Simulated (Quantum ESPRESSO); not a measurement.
# TaN (P-6m2) in Quantum ESPRESSO: further runs

One crystal, TaN, is run at these levels: LDA, PBE, PBEsol, PW91; tasks: phonons.

Everything below comes from runs of Quantum ESPRESSO 7.5. Logs are shortened: lines on timing, memory, paths and dates and some standing lists are left out, and cuts for length are marked.

## (1) The structure

Symmetry: P-6m2, No. 187, hexagonal system. Conventional cell: a = 2.938 Å, b = 2.938 Å, c = 2.883 Å, α = 90.00°, β = 90.00°, γ = 120.00°. Ta (site symmetry -6m2) is surrounded by 6 N at 2.23 Å. N (site symmetry -6m2) has 6 Ta at 2.23 Å as nearest neighbours.

## (2) Phonons, LDA

File pw.in:

```
&CONTROL
  calculation = 'scf'
  prefix = 'pwscf'
  outdir = './tmp'
  pseudo_dir = './pseudo'
  tprnfor = .true.
  tstress = .true.
  disk_io = 'low'
/
&SYSTEM
  ibrav = 0
  celldm(1) = 8
  nat = 2
  ntyp = 2
  ecutwfc = 84
  nbnd = 15
  occupations = 'smearing'
  smearing = 'mv'
  degauss = 0.01469973
/
&ELECTRONS
  conv_thr = 4d-10
  electron_maxstep = 120
  mixing_beta = 0.5
/
ATOMIC_SPECIES
Ta   180.9479 Ta.upf
N     14.0070 N.upf
CELL_PARAMETERS alat
  0.6940019192688   0.0000000000000   0.0000000000000
 -0.3470009596344   0.6010232923575   0.0000000000000
  0.0000000000000   0.0000000000000   0.6810100521620
ATOMIC_POSITIONS crystal
Ta     0.0000000000    0.0000000000    0.5000000000
N      0.6666666667    0.3333333333    0.0000000000
K_POINTS automatic
7 7 6 0 0 0
```

File relax.in:

```
&CONTROL
  calculation = 'vc-relax'
  prefix = 'pwscf'
  outdir = './tmp'
  pseudo_dir = './pseudo'
  tprnfor = .true.
  tstress = .true.
  disk_io = 'low'
  nstep = 40
  forc_conv_thr = 0.0001
  etot_conv_thr = 1d-06
/
&SYSTEM
  ibrav = 0
  celldm(1) = 8
  nat = 2
  ntyp = 2
  ecutwfc = 84
  nbnd = 15
  occupations = 'smearing'
  smearing = 'mv'
  degauss = 0.01469973
/
&ELECTRONS
  conv_thr = 4d-10
  electron_maxstep = 120
  mixing_beta = 0.5
/
&IONS
  ion_dynamics = 'bfgs'
/
&CELL
  cell_dynamics = 'bfgs'
  press = 0
  press_conv_thr = 0.2
/
ATOMIC_SPECIES
Ta   180.9479 Ta.upf
N     14.0070 N.upf
CELL_PARAMETERS alat
  0.6940019192663  -0.0000000000000   0.0000000000000
 -0.3470009596331   0.6010232923597   0.0000000000000
  0.0000000000000   0.0000000000000   0.6810100521620
ATOMIC_POSITIONS crystal
Ta     0.0000000000    0.0000000000    0.5000000000
N      0.6666666667    0.3333333333    0.0000000000
K_POINTS automatic
7 7 6 0 0 0
```

File scf2.in:

```
&CONTROL
  calculation = 'scf'
  prefix = 'pwscf'
  outdir = './tmp'
  pseudo_dir = './pseudo'
  tprnfor = .true.
  tstress = .true.
  disk_io = 'low'
/
&SYSTEM
  ibrav = 0
  celldm(1) = 8
  nat = 2
  ntyp = 2
  ecutwfc = 84
  nbnd = 15
  occupations = 'smearing'
  smearing = 'mv'
  degauss = 0.01469973
/
&ELECTRONS
  conv_thr = 1d-13
  electron_maxstep = 120
  mixing_beta = 0.5
  startingpot = 'file'
  startingwfc = 'file'
/
ATOMIC_SPECIES
Ta   180.9479 Ta.upf
N     14.0070 N.upf
CELL_PARAMETERS alat
  0.6853741149309   0.0000000000068   0.0000000000000
 -0.3426870574713   0.5935513946230   0.0000000000000
  0.0000000000000   0.0000000000000   0.6712689019740
ATOMIC_POSITIONS crystal
Ta     0.0000000000    0.0000000000    0.5000000000
N      0.6666666667    0.3333333333    0.0000000000
K_POINTS automatic
7 7 6 0 0 0
```

File ph.in:

```
phonons of TaN
&INPUTPH
  prefix = 'pwscf'
  outdir = './tmp'
  tr2_ph = 1d-18
  fildyn = 'dyn'
  niter_ph = 90
  alpha_mix(1) = 0.4
/
0.0000000000 0.0000000000 0.0000000000
```

File dynmat.in:

```
&INPUT
  fildyn = 'dyn'
  asr = 'crystal'
  filout = 'dynmat.disp'
  fileig = 'dynmat.eig'
/
```

Potentials or basis: PseudoDojo 0.4.1 SR LDA standard.

Command:

```sh
$ OMP_NUM_THREADS=1 pw.x -in pw.in > pw.out
$ OMP_NUM_THREADS=1 pw.x -in relax.in > relax.out
$ OMP_NUM_THREADS=1 pw.x -in scf2.in > scf2.out
$ OMP_NUM_THREADS=1 ph.x -in ph.in > ph.out
$ OMP_NUM_THREADS=1 dynmat.x -in dynmat.in > dynmat.out
```

pw.out:

```text
This program is part of the open-source Quantum ESPRESSO suite
     for quantum simulation of materials; please cite
[... 9 lines left out ...]
     --------------------
     sticks:   dense  smooth     PW     G-vecs:    dense   smooth      PW
     Sum         721     721    211                15139    15139    2519

     Using Slab Decomposition

     bravais-lattice index     =            0
     lattice parameter (alat)  =       8.0000  a.u.
     unit-cell volume          =     145.4372 (a.u.)^3
     number of atoms/cell      =            2
     number of atomic types    =            2
     number of electrons       =        18.00
     number of Kohn-Sham states=           15
     kinetic-energy cutoff     =      84.0000  Ry
     charge density cutoff     =     336.0000  Ry
     scf convergence threshold =      4.0E-10
     mixing beta               =       0.5000
     number of iterations used =            8  plain     mixing
     Exchange-correlation= SLA  PW   NOGX NOGC
                           (   1   4   0   0   0   0   0)

     celldm(1)=   8.000000  celldm(2)=   0.000000  celldm(3)=   0.000000
     celldm(4)=   0.000000  celldm(5)=   0.000000  celldm(6)=   0.000000

     crystal axes: (cart. coord. in units of alat)
               a(1) = (   0.694002   0.000000   0.000000 )
               a(2) = (  -0.347001   0.601023   0.000000 )
               a(3) = (   0.000000   0.000000   0.681010 )

     reciprocal axes: (cart. coord. in units 2 pi/alat)
               b(1) = (  1.440918  0.831915 -0.000000 )
               b(2) = (  0.000000  1.663829  0.000000 )
               b(3) = (  0.000000 -0.000000  1.468407 )

     PseudoPot. # 1 for Ta read from file:
     Ta.upf
     Pseudo is Norm-conserving + core correction, Zval = 13.0
     Generated using ONCVPSP code by D. R. Hamann
     Using radial grid of 1432 points,  8 beta functions with:
                l(1) =   0
                l(2) =   0
                l(3) =   1
                l(4) =   1
                l(5) =   2
                l(6) =   2
                l(7) =   3
                l(8) =   3

     PseudoPot. # 2 for N  read from file:
     N.upf
     Pseudo is Norm-conserving + core correction, Zval =  5.0
     Generated using ONCVPSP code by D. R. Hamann
     Using radial grid of 1058 points,  4 beta functions with:
                l(1) =   0
                l(2) =   0
                l(3) =   1
                l(4) =   1

     atomic species   valence    mass     pseudopotential
     Ta               13.00   180.94790     Ta( 1.00)
     N                 5.00    14.00700     N ( 1.00)

     12 Sym. Ops. (no inversion) found

   Cartesian axes

     site n.     atom                  positions (alat units)
         1        Ta     tau(   1) = (   0.0000000   0.0000000   0.3405050  )
         2        N      tau(   2) = (   0.3470010   0.2003411   0.0000000  )

     number of k points=    32  Marzari-Vanderbilt smearing, width (Ry)=  0.0147
                       cart. coord. in units 2pi/alat
        k(    1) = (   0.0000000   0.0000000   0.0000000), wk =   0.0068027
        k(    2) = (   0.0000000   0.0000000   0.2447345), wk =   0.0136054
        k(    3) = (   0.0000000   0.0000000   0.4894690), wk =   0.0136054
        k(    4) = (   0.0000000   0.0000000  -0.7342036), wk =   0.0068027
        k(    5) = (   0.0000000   0.2376899   0.0000000), wk =   0.0408163
        k(    6) = (   0.0000000   0.2376899   0.2447345), wk =   0.0816327
[... 24 lines left out ...]
        k(   31) = (   0.4116909   0.7130696   0.4894690), wk =   0.0816327
        k(   32) = (   0.4116909   0.7130696  -0.7342036), wk =   0.0408163

     Dense  grid:    15139 G-vectors     FFT dimensions: (  36,  36,  32)

     Initial potential from superposition of free atoms

     starting charge      17.9992, renormalised to      18.0000
     Starting wfcs are   14 randomized atomic wfcs +    1 random wfcs

     Self-consistent Calculation

     iteration #  1     ecut=    84.00 Ry     beta= 0.50
     Davidson diagonalization with overlap
     ethr =  1.00E-02,  avg # of iterations =  4.4

     total energy              =    -151.11281506 Ry
     estimated scf accuracy    <       0.39226548 Ry

     iteration #  2     ecut=    84.00 Ry     beta= 0.50
     Davidson diagonalization with overlap
     ethr =  2.18E-03,  avg # of iterations =  2.0

     total energy              =    -151.22272241 Ry
     estimated scf accuracy    <       0.22978972 Ry

     iteration #  3     ecut=    84.00 Ry     beta= 0.50
     Davidson diagonalization with overlap
     ethr =  1.28E-03,  avg # of iterations =  1.4

     total energy              =    -151.26437744 Ry
     estimated scf accuracy    <       0.00282541 Ry

     iteration #  4     ecut=    84.00 Ry     beta= 0.50
     Davidson diagonalization with overlap
     ethr =  1.57E-05,  avg # of iterations =  2.6

     total energy              =    -151.26495346 Ry
     estimated scf accuracy    <       0.00006778 Ry

     iteration #  5     ecut=    84.00 Ry     beta= 0.50
     Davidson diagonalization with overlap
     ethr =  3.77E-07,  avg # of iterations =  2.3

     total energy              =    -151.26495461 Ry
     estimated scf accuracy    <       0.00001207 Ry

     iteration #  6     ecut=    84.00 Ry     beta= 0.50
     Davidson diagonalization with overlap
     ethr =  6.70E-08,  avg # of iterations =  2.0

     total energy              =    -151.26495623 Ry
     estimated scf accuracy    <       0.00000042 Ry

     iteration #  7     ecut=    84.00 Ry     beta= 0.50
     Davidson diagonalization with overlap
     ethr =  2.32E-09,  avg # of iterations =  1.5

     total energy              =    -151.26495628 Ry
     estimated scf accuracy    <       0.00000005 Ry

     iteration #  8     ecut=    84.00 Ry     beta= 0.50
     Davidson diagonalization with overlap
     ethr =  2.91E-10,  avg # of iterations =  2.0

     total energy              =    -151.26495629 Ry
     estimated scf accuracy    <          1.4E-09 Ry

     iteration #  9     ecut=    84.00 Ry     beta= 0.50
     Davidson diagonalization with overlap
     ethr =  7.75E-12,  avg # of iterations =  2.0

     End of self-consistent calculation

          k = 0.0000 0.0000 0.0000 (  1869 PWs)   bands (ev):

   -48.7504 -15.0657 -14.8042 -14.8042   2.1610  15.1427  15.1427  15.5148
    16.7793  22.0071  23.2568  23.2568  23.6467  23.6467  32.6669

          k = 0.0000 0.0000 0.2447 (  1876 PWs)   bands (ev):

   -48.7378 -15.3115 -14.7839 -14.7839   2.7185  13.9367  15.3563  15.3563
    18.1397  21.3304  21.3304  22.8916  24.5590  24.5590  33.6479

          k = 0.0000 0.0000 0.4895 (  1882 PWs)   bands (ev):

   -48.7125 -15.7746 -14.7430 -14.7430   4.0100  11.5965  15.7771  15.7771
    19.9058  19.9058  20.6702  23.7395  23.7395  24.8871  32.1451

          k = 0.0000 0.0000-0.7342 (  1876 PWs)   bands (ev):

   -48.6998 -15.9936 -14.7223 -14.7223   4.8578  10.3667  15.9498  15.9498
    19.6000  19.6000  22.1039  22.9733  22.9733  27.9584  28.7516

          k = 0.0000 0.2377 0.0000 (  1870 PWs)   bands (ev):

   -48.7361 -15.0387 -15.0131 -14.8494   2.5700  14.1046  15.4467  16.0323
    16.2292  22.4562  23.3444  23.3709  23.4437  24.1308  32.6433

          k = 0.0000 0.2377 0.2447 (  1891 PWs)   bands (ev):

   -48.7236 -15.2803 -14.9858 -14.8282   3.0475  13.9848  14.5613  15.5181
    17.7399  21.3993  21.5979  23.7816  24.8058  24.9117  32.6102

          k = 0.0000 0.2377 0.4895 (  1884 PWs)   bands (ev):

   -48.6985 -15.7315 -14.9361 -14.7855   4.0999  11.9383  15.1512  15.5399
    18.7024  20.3730  21.7816  23.5308  24.4077  26.3380  32.5433

          k = 0.0000 0.2377-0.7342 (  1876 PWs)   bands (ev):

   -48.6859 -15.9453 -14.9111 -14.7639   4.7275  10.9468  15.4697  15.4815
    18.6119  20.3077  22.7405  23.1376  23.7768  29.3255  29.4536

          k = 0.0000 0.4754 0.0000 (  1890 PWs)   bands (ev):

   -48.7038 -15.4582 -14.9776 -14.9491   3.5258  12.5375  15.2389  16.0711
    16.6798  21.9089  23.0202  23.8672  24.7342  25.4729  32.9570

          k = 0.0000 0.4754 0.2447 (  1900 PWs)   bands (ev):

   -48.6916 -15.4271 -15.1992 -14.9261   3.7814  12.6511  14.4662  15.7186
    17.4693  22.0824  22.0995  23.9508  25.1418  26.8900  32.3638

          k = 0.0000 0.4754 0.4895 (  1889 PWs)   bands (ev):

   -48.6669 -15.6338 -15.3503 -14.8796   4.2389  12.2794  14.3098  14.9861
    18.1461  21.9897  22.4190  24.1699  25.6209  28.4167  32.6313

          k = 0.0000 0.4754-0.7342 (  1878 PWs)   bands (ev):

   -48.6546 -15.8351 -15.3175 -14.8561   4.4400  11.9997  14.4362  14.6249
    18.1226  22.2517  23.0519  24.4735  25.3787  30.3499  31.5494

          k = 0.0000 0.7131 0.0000 (  1888 PWs)   bands (ev):

   -48.6778 -15.7942 -15.0276 -14.9280   4.3619  11.5678  14.5881  16.3471
    16.4852  22.7080  23.3175  24.7843  24.8594  26.8216  31.7418

          k = 0.0000 0.7131 0.2447 (  1887 PWs)   bands (ev):

   -48.6657 -15.7535 -15.1415 -15.0031   4.3794  11.6254  14.3123  15.7341
    17.4347  22.6331  23.2653  24.6889  25.2837  28.2220  31.6295
[... 43 lines left out ...]
   -48.6472 -15.5766 -15.5152 -15.0218   4.3125  12.4282  13.4511  14.9599
    18.4599  22.6770  23.6417  24.6718  26.1483  29.2577  32.0926

          k = 0.2058 0.5942-0.7342 (  1902 PWs)   bands (ev):

   -48.6350 -15.7651 -15.4845 -14.9952   4.3009  12.5644  12.8587  15.2491
    18.3871  23.4904  23.9779  25.2295  26.3194  30.3477  32.3959

          k = 0.2058 0.8319 0.0000 (  1880 PWs)   bands (ev):

   -48.6706 -15.7797 -15.1676 -14.9142   4.6323  11.6592  14.5224  15.1389
    17.7856  21.6351  22.9009  23.6045  26.0590  29.4808  31.3189

          k = 0.2058 0.8319 0.2447 (  1881 PWs)   bands (ev):

   -48.6586 -15.7390 -15.1421 -15.1229   4.5638  11.8557  14.1785  14.9023
    18.0412  22.4165  23.3489  24.1772  25.6031  30.2132  30.9059

          k = 0.2058 0.8319 0.4895 (  1902 PWs)   bands (ev):

   -48.6344 -15.6564 -15.5270 -15.0847   4.3479  12.0292  13.4979  14.8365
    18.9609  23.2747  24.4000  25.0984  26.3156  29.7746  31.2708

          k = 0.2058 0.8319-0.7342 (  1904 PWs)   bands (ev):

   -48.6223 -15.7196 -15.6142 -15.0568   4.2085  12.3341  12.7094  15.1583
    19.2456  23.9480  25.1806  25.8511  26.8952  29.6580  31.5837

          k = 0.4117 0.7131 0.0000 (  1884 PWs)   bands (ev):

   -48.6674 -15.6480 -15.3631 -14.9082   4.7660  12.0322  14.3380  14.5611
    19.2419  20.9376  21.0578  23.1685  26.9504  30.9170  32.7102

          k = 0.4117 0.7131 0.2447 (  1885 PWs)   bands (ev):

   -48.6554 -15.6095 -15.3321 -15.1172   4.6540  12.6333  13.5482  14.3274
    18.9161  21.5352  23.0190  23.7242  26.2728  30.6344  32.1628

          k = 0.4117 0.7131 0.4895 (  1897 PWs)   bands (ev):

   -48.6313 -15.5353 -15.5128 -15.2692   4.3920  12.1422  13.3042  14.8709
    19.0521  23.4348  24.2453  25.4059  26.1150  29.3400  31.6901

          k = 0.4117 0.7131-0.7342 (  1900 PWs)   bands (ev):

   -48.6192 -15.7086 -15.4913 -15.2373   4.2456  11.6987  13.0670  15.7353
    19.1160  24.0379  24.8714  26.1524  27.0588  29.3128  31.2615

     the Fermi energy is    19.8408 ev

!    total energy              =    -151.26495629 Ry
     estimated scf accuracy    <          3.0E-11 Ry
     smearing contrib. (-TS)   =      -0.00001946 Ry
     internal energy E=F+TS    =    -151.26493683 Ry

     The total energy is F=E-TS. E is the sum of the following terms:
     one-electron contribution =      -8.20037805 Ry
     hartree contribution      =      15.54222180 Ry
     xc contribution           =     -35.56835042 Ry
     ewald contribution        =    -123.03843015 Ry

     convergence has been achieved in   9 iterations

     Forces acting on atoms (cartesian axes, Ry/au):

     atom    1 type  1   force =    -0.00000000   -0.00000000    0.00000000
     atom    2 type  2   force =    -0.00000000   -0.00000000    0.00000000

     Total force =     0.000000     Total SCF correction =     0.000000

     Computing stress (Cartesian axis) and pressure

          total   stress  (Ry/bohr**3)                   (kbar)     P=     -139.29
  -0.00088208  -0.00000000  -0.00000000         -129.76       -0.00       -0.00
  -0.00000000  -0.00088208   0.00000000           -0.00     -129.76        0.00
  -0.00000000   0.00000000  -0.00107639           -0.00        0.00     -158.34

=------------------------------------------------------------------------------=
   JOB DONE.
=------------------------------------------------------------------------------=
```

Wall time 3.2 min (1 thread of Arm Neoverse V1, shared host); peak memory 0.06 GiB.

What came out:

```
Free energy                            : -2058.1023 eV
Relaxed volume                         : 10.36 Å³/atom
Relaxed cell                           : a = 2.901 Å, b = 2.901 Å, c = 2.842 Å, α = 90.00°, β = 90.00°, γ = 120.00°
Space group after relaxing (to 0.05 Å) : P-6m2 (No. 187)
Pressure after relaxing                : 0.0 GPa
Band gap on the k mesh                 : none (metal or under the smearing width)
Highest phonon frequency at Γ          : 569 cm⁻¹
```

Step by step:
```csv
step,energy change (eV),largest force (eV/Å),pressure (GPa),volume (Å³)
1,0.0000,0.0000,-13.93,21.55
2,-0.0103,0.0000,13.44,20.06
3,-0.0376,0.0000,-0.82,20.76
4,-0.0378,0.0000,-0.05,20.72
5,-0.0378,0.0000,0.00,20.72
```

Final structure:
```yaml
crystal:
  lattice:
    - [2.90147, 0.00000, 0.00000]
    - [-1.45074, 2.51275, 0.00000]
    - [0.00000, 0.00000, 2.84176]
  atoms:
    - { symbol: Ta, position: [0.00000, 0.00000, 0.50000] }
    - { symbol: N, position: [0.66667, 0.33333, 0.00000] }
```

Levels at points of the mesh, in eV from the Fermi level:
```
            k point  band 7  band 8  band 9  band 10  band 11  band 12
 (0.00, 0.00, 0.00)   -4.89   -4.51   -3.10     2.45     3.61     3.61
(0.00, 0.00, -0.50)   -4.05   -4.05   -0.25    -0.25     2.41     3.24
```

Phonon frequencies in cm⁻¹ (negative: imaginary):
```
              q point        frequencies
(0.000, 0.000, 0.000)  0 0 0 547 547 569
```

Optical modes at Γ, degenerate ones joined:
```tsv
cm⁻¹	components	symmetry	active in
547	2	E'	IR and Raman
569	1	A''2	IR
```

Caveat: the k mesh is coarse (spacing up to 0.36 Å⁻¹), so the values aren't converged; the mesh is thin for the phonons of a metal. Spin-orbit coupling is left out, which matters for the levels of Ta.

[end of part 1 of 4]
